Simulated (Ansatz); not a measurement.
Take a crystal in which P has been replaced by As on all its sites, with the cell rescaled by a rough guess (in some cases also distorted within its space group) and nothing relaxed:

```
In As
1.0
     0.00000    2.83130    2.83130
     2.83130    0.00000    2.83130
     2.83130    2.83130    0.00000
In As
1 1
Cartesian
  0.0000 0.0000 0.0000
  2.8313 2.8313 2.8313
```

These are results of DFT PBEsol, scalar-relativistic, plane waves, PAW (Ansatz 0.2.0), not measurements.

Cutoff 420 eV; k points 14×14×14 on the computed 2-atom cell (Γ-centred); Gaussian smearing, width 0.10 eV; no spin polarisation.

(1) Will this cell want to expand or contract, and how hard?

(2) Is it a metal on this mesh?

(3) What is its energy against the elements in their standard states?

Results:

(1) The pressure is -0.4 GPa (positive in compression), so the cell would contract.

(2) Yes, a band crosses the Fermi level.

(3) -0.062 eV/atom at this unrelaxed geometry, with the elements in the same functional.

This rock-salt form isn't the usual stable structure of the compound.